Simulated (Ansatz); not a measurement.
Clean, relaxed (001) surface of Si, space group P6_3/mmc (No. 194) (top face towards +c; atoms held fixed, by place in the list: 1, 2, 3):

```xyz
6
Lattice="3.8249 0.0000 0.0000 -1.9124 3.3125 0.0000 0.0000 0.0000 24.1211" Properties=species:S:1:pos:R:3 pbc="T T T"
Si    1.9124    1.1042    8.5000
Si    0.0000    2.2083    9.2968
Si    0.0000    2.2083   11.6622
Si    1.9124    1.1042   12.4243
Si    1.9124    1.1042   14.8176
Si    0.0000    2.2083   15.4882
```

These are results of DFT PBEsol, scalar-relativistic, plane waves, PAW in Ansatz 0.2.0, not measurements. Cutoff 420 eV; k points 9×9×1 on the computed 6-atom cell (Γ-centred); Gaussian smearing, width 0.05 eV; no spin polarisation. A dipole correction removes the field between periodic images along c.

With the adsorbate the run is spin-polarised, so any moments that the slab's own atoms take up count into E_ads.

CH is adsorbed on the top face, one adsorbate per 12.7 Å², and relaxed from 3 starting sites (fractions of a and b). E_ads counts from the clean slab and the free adsorbate (spin-polarised where it has unpaired electrons); negative means bound. Heights count from the highest slab atom after relaxation. Δφ is the top face's. Δp counts per cell along +c. Bonded neighbours lie within 1.25 times the sum of covalent radii (1.35 for H) and, on that scale, within 12 % of the closest. With the adsorbate the cell is lengthened along c to keep the vacuum.

```tsv
start	ends at	E_ads (eV)	height (Å)	shortest contact	Δφ (eV)	Δp (e·Å)	whole?
top (Si) at (0.33, 0.67)	(0.33, 0.67), 1 bonded neighbour (Si)	-4.16	1.75	C–Si 1.75 Å	-0.83	+0.055	yes
hollow (Si-Si) at (0.00, 0.00), 1.0 Å under the top layer	(0.00, 0.00), 3 bonded neighbours (Si)	-3.96	-0.82	H–Si 2.23 Å	+0.01	-0.008	yes
bridge (Si-Si) at (0.00, 0.50)	(0.70, 0.35), 2 bonded neighbours (Si), largest slab move 0.9 Å	-5.34	0.65	C–Si 1.79 Å	-1.16	+0.078	yes
```

Among the sites tried, the lowest end comes from the bridge (Si-Si) at (0.00, 0.50) start; other sites may lie lower.

Each end is the local minimum or symmetric point that its start leads to. This isn't the usual crystal structure of Si. The slab is only 7.1 Å thick, so the energies aren't converged with thickness.

For at least one of the starts the bottom face's work function also shifts by over 0.1 eV: the slab is too thin to screen the adsorbate, so the work functions aren't converged with thickness.